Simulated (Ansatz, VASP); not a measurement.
This is a calculation of CdSe for Ansatz 0.2.0.

Contents of input.yaml:

```yaml
crystal:
  lattice:
    - [0.0, 3.0702711986, 3.0702711986]
    - [3.0702711986, 0.0, 3.0702711986]
    - [3.0702711986, 3.0702711986, 0.0]
  atoms:
    - { symbol: Cd, position: [0.0, 0.0, 0.0] }
    - { symbol: Se, position: [0.25, 0.25, 0.25] }
kpoints:
  mp_grid: { grid: [8, 8, 8] }
scf:
  occupations: { method: fermi_dirac, width: 0.05 }
hamiltonian:
  xc: pbesol
  pseudopotentials: { kind: all_electron, lapw: { basis_error: 0.001 } }
output:
  forces: true
  stress: true
relax:
  f_tol: 0.01
  max_steps: 60
  cell: {}
```

Potentials or basis: all-electron LAPW, scalar-relativistic.

The run is started by

```console
$ ansatz run input.yaml --threads 1 --pin off --max-ram 3072MiB --backend cpu --events-out ev --progress --plain --runs-dir out
```

Problem. Set up the same calculation for VASP 6.6.1. Potentials there: VASP PAW PBE potentials, release 64 (Cd, Se).

Solution. As run (the cutoff follows the program's own potentials):

File INCAR:

```
PREC     = Accurate       # precision mode
ENCUT    = 600            # plane-wave cutoff, eV
EDIFF    = 1E-6           # SCF threshold, eV
ISMEAR   = -1             # smearing method
SIGMA    = 0.05           # smearing width, eV
LREAL    = F              # projectors in reciprocal space
LASPH    = T              # aspherical terms in the spheres
NELM     = 60             # most SCF steps
ALGO     = Normal         # electronic algorithm
ISIF     = 3              # what is computed and relaxed
LWAVE    = F              # write WAVECAR
LCHARG   = F              # write CHGCAR
GGA      = PS             # functional
IBRION   = 2              # ionic algorithm
NSW      = 80             # ionic steps
EDIFFG   = -0.01          # ionic threshold
```

File KPOINTS:

```
Automatic mesh
0
Gamma
  8 8 8
```

The input POSCAR:

```
CdSe
1.0
    0.0000000000      3.0702711986      3.0702711986
    3.0702711986      0.0000000000      3.0702711986
    3.0702711986      3.0702711986      0.0000000000
Cd Se
1 1
Direct
    0.0000000000      0.0000000000      0.0000000000
    0.2500000000      0.2500000000      0.2500000000
```

Potentials or basis: VASP PAW PBE potentials, release 64 (Cd, Se).

Command:

```bash
$ cat potpaw_PBE.64/Cd/POTCAR potpaw_PBE.64/Se/POTCAR > POTCAR
$ mpirun -np 1 vasp_std > vasp.out
```

Both were run:

|  | VASP | Ansatz | Ansatz less VASP |
| --- | --- | --- | --- |
| relaxed volume (Å³/atom) | 28.27 | 28.14 | -0.126 |
| relaxed cell length with the largest relative difference (Å) | 4.308 | 4.302 | -0.0064 |
| energy change over the relaxation (meV/atom) | -2 | -4 | -1.2 |

Ansatz ran all-electron here, so the differences hold the error of VASP's frozen core and of both bases.

Caveats: the PAW data sets were made with another functional, which shifts forces and pressure a little (VASP).
